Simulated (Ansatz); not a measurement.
# SiNi2 (P6_3/mmc) in Ansatz: notebook

One crystal, SiNi2, is run at these levels: PBEsol+D3(BJ), PBEsol+D4, PBE; tasks: relaxation of cell and atoms, single point.

All numbers are computed with Ansatz 0.2.0; they aren't measurements. Logs are shortened: lines on timing, memory, paths and dates and some standing lists are left out, and cuts for length are marked.

**1. The structure**

It takes space group P6_3/mmc (No. 194, hexagonal). The conventional cell has a = 3.836 Å, b = 3.836 Å, c = 4.948 Å, α = 90.00°, β = 90.00°, γ = 120.00°. Around Ni (site symmetry -6m2) lie 5 Si at 2.21 to 2.47 Å and 6 Ni at 2.54 Å. Ni (site symmetry -3m) has 8 Ni at 2.47 to 2.54 Å and 6 Si at 2.54 Å as nearest neighbours. Si (site symmetry -6m2) is surrounded by 11 Ni at 2.21 to 2.54 Å.

**2. Relaxation of cell and atoms, PBEsol+D3(BJ), collinear spin, ferromagnetic start**

Contents of input.yaml:

```yaml
crystal:
  lattice:
    - [3.836, 0.0, 0.0]
    - [-1.918, 3.3220734489, 0.0]
    - [0.0, 0.0, 4.948]
  atoms:
    - { symbol: Ni, position: [0.6666666667, 0.3333333333, 0.75], spin: 1.0 }
    - { symbol: Ni, position: [0.3333333333, 0.6666666667, 0.25], spin: 1.0 }
    - { symbol: Ni, position: [0.0, 0.0, 0.5], spin: 1.0 }
    - { symbol: Ni, position: [0.0, 0.0, 0.0], spin: 1.0 }
    - { symbol: Si, position: [0.6666666667, 0.3333333333, 0.25] }
    - { symbol: Si, position: [0.3333333333, 0.6666666667, 0.75] }
hamiltonian:
  xc: pbesol
  pseudopotentials: { kind: paw }
  dispersion: d3bj
magnetization:
  spin_polarized: true
kpoints:
  mp_grid: { grid: [6, 6, 5] }
scf:
  occupations: { method: fermi_dirac, width: 0.05 }
output:
  forces: true
  stress: true
  eigenvalues: true
relax:
  f_tol: 0.01
  max_steps: 40
  cell: { stress_tol: 0.05 }
```

Potentials or basis: Ansatz PAW.

Started as:

```sh
ansatz run input.yaml --threads 2 --pin off --max-ram 5632MiB --backend cpu --events-out ev --progress --plain --runs-dir out
```

What it wrote:

```text
Warning: RAYON_NUM_THREADS=2 ignored (pool sized by the plan → 2); use --threads N
Engine: ansatz 0.2.0, aarch64-unknown-linux-gnu
Pseudopotentials: kind: paw
Pseudopotential: Ni, paw, valence charge 18, recommended cutoff 420 eV (normal), Ni.paw.azcp
Pseudopotential: Si, paw, valence charge 4, recommended cutoff 420 eV (normal), Si.paw.azcp
Functional definition: PBEsol
  exchange = pbesol_x
  correlation = pbesol_c
Crystal: 6 atoms, lattice volume = 63.055 Å³
Basis set: ecut = 420 eV, 1229 PW (Γ), exchange–correlation on 54×54×72 points (8 copies of the dense FFT grid, shifted against one another)
Bands: 51, of which v1, the nominal top of the filled ones, is band 40 counted from 1 (39 counted from 0)
Symmetry: 24 space group operations
Space group: P63/mmc (ITA 194), of the structure as read, at distance tolerance 4.0e-5 Å
Magnetic group: BNS 194.263 (UNI 1493), of the structure as read, at distance tolerance 4.0e-5 Å
k-points: 21 of 180
Non-local potential: Ni, projectors of the file, l = 0: 3, l = 1: 2, l = 2: 3, l = 3: 1
Non-local potential: Si, projectors of the file, l = 0: 2, l = 1: 2, l = 2: 2
PAW form: soft (Blöchl's): semilocal exchange-correlation on the pseudo side does not see the compensation charge
PAW frozen core: Ni, regenerated for the run's functional, and the local potential with it (the file was generated under x = pbe(κ = 0.804, μ = 0.2195149727645171), c = pbe(β = 0.06672455060314922))
PAW frozen core: Si, regenerated for the run's functional, and the local potential with it (the file was generated under x = pbe(κ = 0.804, μ = 0.2195149727645171), c = pbe(β = 0.06672455060314922))
PAW one-centre angular grid: Ni, 590 points (default); XC on 64 Gauss nodes
PAW one-centre angular grid: Si, 110 points (default); XC on 64 Gauss nodes
Initial density: superposition of atomic densities (chi_scale 0.1, normalization cell)
Starting moments: Σ|m| = 4 μB on 4 of 6 sites
Initial wavefunctions: pseudopotential atomic-orbital guess
Functional: x = pbesol(κ = 0.804, μ = 0.12345679012345678), c = pbesol(β = 0.046)
SCF iter   1: F=—  HF=-24462.824528 eV  |F-HF|=—  |Δ(HF+E_count)|=         —  Δρ=8.17e-2 (↑8.17e-2 ↓3.33e-2)  dr2=3.90e0  dr2_m=7.70e-1  M=2.166 μB ∫|m|=2.768 μB  β_m=0.30  ethr=3.10e-3  ⟨swp⟩=6.4  Hψ=7777  notcnv=0  defer=7
Mixer restart at iter 1: flushing history
[... 94 lines left out ...]
E sigma→0 (E₀):  -24469.142919 eV
Entropy (-TS):   -0.023464 eV (-3.911 meV/atom)
Fermi energy:    18.296299 eV
--- Per-component energies (eV) ---
  E_band       = -1060.847098
  E_kinetic    = 1237.626062
  E_local      = -15592.929923  (includes V_loc(G=0)·N_el)
  E_nonlocal   = 2601.191029
  E_hartree    = 6674.602844
  E_xc         = -457.413396
  E_vxc        = -544.459408  (∫ρ·V_xc dr)
  E_paw        = -7384.381829  (= ΣΔE_a)
  E_vpaw       = -2111.481990  (= ΣTr[D̂ρ^β])
  E_aug_tail   = 0.001898  (compensation charges beyond the density's cutoff)
  E_ewald      = -11545.871165
  E_disp       = -2.808985  (pairwise vdW)
  E_core_change = 0.852277  (= ΣΔE_core)
  E_smearing   = -0.023464  (= −TS)
  E_closure    = -0.000000  (closes the sum)
  Σ components = -24469.154651   (vs F -24469.154651, Δ=0.00e0)
--- Forces (eV/Å), atoms counted from 1 ---
  atom   1  Ni     0.00000000    -0.00000000    -0.00000000
  atom   2  Ni    -0.00000000     0.00000000     0.00000000
  atom   3  Ni     0.00000000    -0.00000000     0.00000000
  atom   4  Ni     0.00000000     0.00000000     0.00000000
  atom   5  Si     0.00000000    -0.00000000    -0.00000000
  atom   6  Si     0.00000000     0.00000000     0.00000000
  max |Σ_I F_I| component: 5.55e-17 eV/Å
--- Stress (GPa, compression-positive) ---
        0.010282       0.000000       0.000000
        0.000000       0.010282       0.000000
        0.000000       0.000000      -0.021590
  P = ⅓ Tr σ = -0.0003 GPa (-0.003 kbar)
--- Band table (eV; the first three rows and the last of 42) ---
  k-point 0 ↑: bands = ["-85.0241", "-85.0228", "-84.7748", "-84.7595", "-45.6449", "-45.6449", "-45.6395", "-45.6395", "-45.5076", "-45.5032", "-45.4301", "-45.3145", "-45.3145", "-45.3070", "-45.3070", "-45.2715", "5.2144", "9.8809", "11.5024", "12.8918", "12.8918", "14.1153", "14.1153", "14.1454", "14.2668", "14.2668", "14.8193", "14.8193", "16.1709", "16.1709", "16.3020", "16.8536", "16.8536", "16.8800", "16.8800", "16.9598", "17.6621", "17.6621", "18.4943", "21.0686", "21.0686", "21.1748", "21.2840", "21.2840", "21.6772", "22.7248", "22.7248", "24.1970", "26.7574", "26.7574", "27.8406"]
  k-point 1 ↑: bands = ["-85.0240", "-85.0229", "-84.7734", "-84.7610", "-45.6444", "-45.6444", "-45.6400", "-45.6400", "-45.5076", "-45.5038", "-45.4147", "-45.3138", "-45.3138", "-45.3077", "-45.3077", "-45.2866", "5.4670", "8.8288", "12.3686", "12.9443", "12.9443", "13.7614", "13.7614", "14.1854", "14.5589", "14.5589", "14.8169", "14.8169", "16.2318", "16.3260", "16.3260", "16.8564", "16.8564", "16.8640", "16.8640", "17.0062", "17.5326", "17.5326", "18.9522", "21.1738", "21.3262", "21.3333", "21.3333", "21.3473", "21.3473", "22.4533", "22.4533", "24.5518", "25.1252", "25.1252", "27.7533"]
  k-point 2 ↑: bands = ["-85.0236", "-85.0232", "-84.7696", "-84.7648", "-45.6430", "-45.6430", "-45.6413", "-45.6413", "-45.5068", "-45.5053", "-45.3749", "-45.3261", "-45.3120", "-45.3120", "-45.3097", "-45.3097", "6.2078", "7.3776", "13.1068", "13.1068", "13.3847", "13.3847", "13.3882", "14.0407", "14.7590", "14.7590", "14.8140", "14.8140", "16.2701", "16.6741", "16.6890", "16.6890", "16.8350", "16.8350", "16.8817", "16.8817", "17.1918", "17.1918", "20.3315", "20.8674", "21.5528", "21.5528", "21.6287", "21.8887", "21.8887", "22.1929", "22.1929", "23.4263", "23.4263", "23.8720", "26.2115"]
  k-point 20 ↓: bands = ["-85.0230", "-85.0230", "-84.7701", "-84.7651", "-45.6458", "-45.6458", "-45.6444", "-45.6420", "-45.5100", "-45.5100", "-45.3700", "-45.3253", "-45.3154", "-45.3154", "-45.3022", "-45.3022", "9.1704", "9.1704", "11.4234", "11.4234", "11.6800", "12.5846", "14.1591", "14.1591", "14.9132", "14.9854", "15.2520", "15.2520", "15.6330", "15.6330", "15.8138", "16.0057", "16.4775", "16.4775", "16.8711", "16.8711", "16.9035", "16.9587", "16.9587", "17.3174", "18.1455", "18.1455", "23.1914", "23.1914", "25.3884", "25.3884", "25.6632", "26.4011", "26.8791", "26.8791", "27.2650"]
--- Relaxed structure (4 steps of the walk, 4 accepted, 1 SCFs on fresh bases) ---
  F+E_penalty+E_count = -24469.15465131 eV   max|allowed force component| = 2.220e-16 eV/Å   (the final SCF, on the basis selected at the relaxed cell)
  cell:  # Å, volume = 61.8120 Å³
    - [3.833556466819852, 3.464814725927272e-33, -5.723131466933442e-34]
    - [-1.916778233409926, 3.319957287108108, 2.1615425558838192e-33]
    - [-7.382183133070798e-34, 2.7932584827835452e-33, 4.85667165183579]
  atoms:
    - { symbol: Ni, position: [0.6666666666666666, 0.3333333333333333, 0.7500000000000001] }
    - { symbol: Ni, position: [0.3333333333333333, 0.6666666666666666, 0.25] }
    - { symbol: Ni, position: [8.661919002853214e-35, -1.308434914285806e-36, 0.5] }
    - { symbol: Ni, position: [1.1064841719129352e-34, 4.12660242197846e-36, -2.615166090107466e-35] }
    - { symbol: Si, position: [0.6666666666666666, 0.3333333333333333, 0.25] }
    - { symbol: Si, position: [0.3333333333333333, 0.6666666666666666, 0.7500000000000001] }
```

Wall time 55 s (2 threads of Arm Neoverse N1, shared host); peak memory 0.43 GiB.

Results:

- Free energy: -24469.1547 eV
- Relaxed volume: 10.30 Å³/atom
- Relaxed cell: a = 3.834 Å, b = 3.834 Å, c = 4.857 Å, α = 90.00°, β = 90.00°, γ = 120.00°
- Space group after relaxing (to 0.05 Å): P6_3/mmc (No. 194)
- Energy gained by relaxing: 4.7 meV/atom
- Ionic steps: 5
- Pressure after relaxing: 0.0 GPa
- Band gap on the k mesh: none (metal or under the smearing width)
- Net moment: 0.00 μB per cell
- Absolute moment: 0.00 μB per cell

Step by step:
```csv
step,energy change (eV),largest force (eV/Å),volume (Å³)
1,0.0000,0.0000,63.05
2,-0.0211,0.0000,62.38
3,-0.0288,0.0000,61.76
4,-0.0288,0.0000,61.81
5,-0.0284,0.0000,61.81
```

Final structure:
```
Ni Si
1.0
     3.83356    0.00000    0.00000
    -1.91678    3.31996    0.00000
     0.00000    0.00000    4.85667
Ni Si
4 2
Cartesian
  1.9168 1.1067 3.6425
  0.0000 2.2133 1.2142
  0.0000 0.0000 2.4283
  0.0000 0.0000 0.0000
  1.9168 1.1067 1.2142
  0.0000 2.2133 3.6425
```

Levels at points of the mesh, in eV from the Fermi level:
Spin up:
```
            k point  band 38  band 39  band 40  band 41  band 42  band 43
 (0.00, 0.00, 0.00)    -0.63     0.20     2.77     2.77     2.88     2.99
(0.00, -0.50, 0.00)    -1.26    -1.06    -0.70    -0.55     1.36     1.95
```
Spin down:
```csv
k point,band 37,band 38,band 39,band 40,band 41,band 42,band 43,band 44
"(0.00, 0.00, 0.00)",-0.63,-0.63,0.20,2.77,2.77,2.88,2.99,2.99
"(0.00, -0.50, 0.00)",-1.39,-1.26,-1.06,-0.70,-0.55,1.36,1.95,3.11
```

Caveat: the plane-wave basis is chosen anew once the cell has moved, so the energies of steps on either side of that aren't comparable; pairwise dispersion overbinds metals, which lowers pressure and volume; the PAW data sets come from PBE, with cores solved anew for the run's functional, which leaves a small shift of forces and pressure; the starting moments weren't kept.

**3. Relaxation of cell and atoms, PBEsol+D4, collinear spin, ferromagnetic start**

Edit input.yaml of step 2 so:

```diff
@@ -15,3 +15,3 @@
   pseudopotentials: { kind: paw }
-  dispersion: d3bj
+  dispersion: d4
 magnetization:
```

Potentials or basis: Ansatz PAW.

Started as:

```sh
ansatz run input.yaml --threads 2 --pin off --max-ram 5632MiB --backend cpu --events-out ev --progress --plain --runs-dir out
```

What it wrote:

```text
Warning: RAYON_NUM_THREADS=2 ignored (pool sized by the plan → 2); use --threads N
Engine: ansatz 0.2.0, aarch64-unknown-linux-gnu
Pseudopotentials: kind: paw
Pseudopotential: Ni, paw, valence charge 18, recommended cutoff 420 eV (normal), Ni.paw.azcp
Pseudopotential: Si, paw, valence charge 4, recommended cutoff 420 eV (normal), Si.paw.azcp
Functional definition: PBEsol
  exchange = pbesol_x
  correlation = pbesol_c
[... 161 lines left out ...]
  k-point 1 ↑: bands = ["-85.2721", "-85.2711", "-85.0224", "-85.0108", "-45.8912", "-45.8912", "-45.8872", "-45.8872", "-45.7528", "-45.7493", "-45.6607", "-45.5621", "-45.5621", "-45.5562", "-45.5562", "-45.5394", "5.2935", "8.6168", "12.1573", "12.7472", "12.7472", "13.5551", "13.5551", "13.9791", "14.3459", "14.3459", "14.6028", "14.6028", "15.9911", "16.0817", "16.0817", "16.6024", "16.6024", "16.6078", "16.6078", "16.7488", "17.2670", "17.2670", "18.6518", "20.8464", "21.0056", "21.0364", "21.0364", "21.0462", "21.0462", "22.1305", "22.1305", "24.1825", "24.8064", "24.8064", "27.3736"]
  k-point 2 ↑: bands = ["-85.2718", "-85.2714", "-85.0188", "-85.0144", "-45.8900", "-45.8900", "-45.8884", "-45.8884", "-45.7521", "-45.7507", "-45.6230", "-45.5767", "-45.5603", "-45.5603", "-45.5581", "-45.5581", "6.0257", "7.1823", "12.9081", "12.9081", "13.1758", "13.1832", "13.1832", "13.8304", "14.5435", "14.5435", "14.5989", "14.5989", "16.0277", "16.4242", "16.4389", "16.4389", "16.5808", "16.5808", "16.6264", "16.6264", "16.9319", "16.9319", "19.9925", "20.5339", "21.2422", "21.2422", "21.3204", "21.5902", "21.5902", "21.8800", "21.8800", "23.1183", "23.1183", "23.5356", "25.8318"]
  k-point 20 ↓: bands = ["-85.2712", "-85.2712", "-85.0193", "-85.0146", "-45.8925", "-45.8925", "-45.8913", "-45.8891", "-45.7551", "-45.7551", "-45.6185", "-45.5761", "-45.5634", "-45.5634", "-45.5512", "-45.5512", "8.9570", "8.9570", "11.2237", "11.2237", "11.4760", "12.3767", "13.9457", "13.9457", "14.6937", "14.7635", "15.0279", "15.0279", "15.4027", "15.4027", "15.5765", "15.7596", "16.2330", "16.2330", "16.6156", "16.6156", "16.6467", "16.7031", "16.7031", "17.0529", "17.8666", "17.8666", "22.8412", "22.8412", "25.0426", "25.0426", "25.3030", "26.0479", "26.5335", "26.5335", "26.9239"]
--- Relaxed structure (5 steps of the walk, 5 accepted, 1 SCFs on fresh bases) ---
  F+E_penalty+E_count = -24468.16525525 eV   max|allowed force component| = 1.110e-16 eV/Å   (the final SCF, on the basis selected at the relaxed cell)
  cell:  # Å, volume = 62.5915 Å³
    - [3.847950176655178, -6.187169153441557e-34, -7.733961441801947e-35]
    - [-1.923975088327589, 3.332422605480202, -1.769738104523239e-33]
    - [-9.975923152798374e-35, -2.693499251255561e-33, 4.8811886086543455]
  atoms:
    - { symbol: Ni, position: [0.6666666666666666, 0.3333333333333333, 0.7499999999999999] }
    - { symbol: Ni, position: [0.3333333333333333, 0.6666666666666666, 0.24999999999999997] }
    - { symbol: Ni, position: [-3.676172923833599e-35, -6.376103986154527e-35, 0.49999999999999994] }
    - { symbol: Ni, position: [3.3093975800344035e-35, 9.008071140660296e-36, -1.2974467423788974e-35] }
    - { symbol: Si, position: [0.6666666666666666, 0.3333333333333333, 0.24999999999999997] }
    - { symbol: Si, position: [0.3333333333333333, 0.6666666666666666, 0.7499999999999999] }
```

Run time: 66 s. Hardware: 2 threads of Arm Neoverse N1, shared host; peak memory 0.43 GiB.

What came out:

```
Free energy                            : -24468.1653 eV
Relaxed volume                         : 10.43 Å³/atom
Relaxed cell                           : a = 3.848 Å, b = 3.848 Å, c = 4.881 Å, α = 90.00°, β = 90.00°, γ = 120.00°
Space group after relaxing (to 0.05 Å) : P6_3/mmc (No. 194)
Energy gained by relaxing              : 2.1 meV/atom
Ionic steps                            : 6
Pressure after relaxing                : 0.0 GPa
Band gap on the k mesh                 : none (metal or under the smearing width)
Net moment                             : 0.00 μB per cell
Absolute moment                        : 0.00 μB per cell
```

Step by step:
```tsv
step	energy change (eV)	largest force (eV/Å)	volume (Å³)
1	0.0000	0.0000	63.05
2	-0.0084	0.0000	62.81
3	-0.0125	0.0000	62.62
4	-0.0126	0.0000	62.57
5	-0.0126	0.0000	62.59
6	-0.0125	0.0000	62.59
```

Final structure:
```yaml
crystal:
  lattice:
    - [3.84795, 0.00000, 0.00000]
    - [-1.92398, 3.33242, 0.00000]
    - [0.00000, 0.00000, 4.88119]
  atoms:
    - { symbol: Ni, position: [0.66667, 0.33333, 0.75000] }
    - { symbol: Ni, position: [0.33333, 0.66667, 0.25000] }
    - { symbol: Ni, position: [0.00000, 0.00000, 0.50000] }
    - { symbol: Ni, position: [0.00000, 0.00000, 0.00000] }
    - { symbol: Si, position: [0.66667, 0.33333, 0.25000] }
    - { symbol: Si, position: [0.33333, 0.66667, 0.75000] }
```

Caveat: the plane-wave basis is chosen anew once the cell has moved, so the energies of steps on either side of that aren't comparable; pairwise dispersion overbinds metals, which lowers pressure and volume; the PAW data sets come from PBE, with cores solved anew for the run's functional, which leaves a small shift of forces and pressure; the starting moments weren't kept.

**4. Single point, PBE, collinear spin, ferromagnetic start**

Edit input.yaml of step 3 so:

```diff
@@ -13,5 +13,4 @@
 hamiltonian:
-  xc: pbesol
+  xc: pbe
   pseudopotentials: { kind: paw }
-  dispersion: d4
 magnetization:
@@ -19,5 +18,5 @@
 kpoints:
-  mp_grid: { grid: [6, 6, 5] }
+  mp_grid: { grid: [8, 8, 6] }
 scf:
-  occupations: { method: fermi_dirac, width: 0.05 }
+  occupations: { method: gaussian, width: 0.011 }
 output:
@@ -26,5 +25 @@
   eigenvalues: true
-relax:
-  f_tol: 0.01
-  max_steps: 40
-  cell: { stress_tol: 0.05 }
```

Started as:

```sh
ansatz run input.yaml --threads 2 --pin off --max-ram 5632MiB --backend cpu --events-out ev --progress --plain --runs-dir out
```

Wall time 27 s (2 threads of Arm Neoverse N1, shared host); peak memory 0.5 GiB.

It converged, with:

```yaml
Free_energy: -24633.3654 eV
Pressure: 11.3 GPa
Band_gap_on_the_k_mesh: none (metal or under the smearing width)
Net_moment: 0.16 μB per cell
Absolute_moment: 0.16 μB per cell
Site_moments: Ni +0.02, +0.05; Si +0.00 μB
```

Stress tensor (GPa, compression positive):
```
13.07  0.00  0.00
 0.00 13.07  0.00
 0.00  0.00  7.85
```

Levels at points of the mesh, in eV from the Fermi level:
Spin up:
| k point | band 36 | band 37 | band 38 | band 39 | band 40 | band 41 | band 42 | band 43 | band 44 | band 45 |
| --- | --- | --- | --- | --- | --- | --- | --- | --- | --- | --- |
| (0.00, 0.00, 0.00) | -1.30 | -0.65 | -0.65 | 0.06 | 2.85 | 2.85 | 2.91 | 2.99 | 2.99 | 3.34 |
| (0.00, 0.00, -0.50) | -1.30 | -1.30 | -1.30 | 2.25 | 2.25 | 3.41 | 3.41 | 3.41 | 3.41 | 4.21 |
| (0.00, -0.50, 0.00) | -1.56 | -1.44 | -1.25 | -1.06 | -0.71 | -0.62 | 1.22 | 1.89 | 3.13 | 3.79 |
| (0.00, -0.50, -0.50) | -1.77 | -1.31 | -1.31 | -0.96 | -0.96 | 0.98 | 0.98 | 3.06 | 3.06 | 5.67 |
Spin down:
```
             k point  band 36  band 37  band 38  band 39  band 40  band 41  band 42  band 43  band 44  band 45
  (0.00, 0.00, 0.00)    -1.29    -0.60    -0.60     0.14     2.86     2.86     2.92     3.01     3.01     3.36
 (0.00, 0.00, -0.50)    -1.26    -1.26    -1.26     2.26     2.26     3.43     3.43     3.43     3.43     4.23
 (0.00, -0.50, 0.00)    -1.53    -1.40    -1.22    -1.03    -0.67    -0.55     1.25     1.92     3.16     3.81
(0.00, -0.50, -0.50)    -1.73    -1.28    -1.28    -0.92    -0.92     1.01     1.01     3.09     3.09     5.68
```

Caveat: the starting moments weren't kept.

**5. Overview**

| task | level | cell | k mesh | smearing | gap on the mesh (eV) | pressure (GPa) | moment (μB) | relaxed volume (Å³/atom) |
| --- | --- | --- | --- | --- | --- | --- | --- | --- |
| relaxation of cell and atoms | PBEsol+D3(BJ) | relaxed | 6 × 6 × 5 | fermi-dirac 0.05 eV | none | 0.0 | 0.00 | 10.30 |
| relaxation of cell and atoms | PBEsol+D4 | relaxed | 6 × 6 × 5 | fermi-dirac 0.05 eV | none | 0.0 | 0.00 | 10.43 |
| single point | PBE | as given | 8 × 8 × 6 | gaussian 0.011 eV | none | 11.3 | 0.16 | - |

Alike in all rows: potentials or basis Ansatz PAW; spin collinear, ferromagnetic start; cutoff (eV) 420.

Caveats: the starting moments weren't kept; the plane-wave basis is chosen anew once the cell has moved, so the energies of steps on either side of that aren't comparable (some runs); pairwise dispersion overbinds metals, which lowers pressure and volume (some runs); the PAW data sets come from PBE, with cores solved anew for the run's functional, which leaves a small shift of forces and pressure (some runs).

Absolute energies hang on the potentials; compare differences alone.
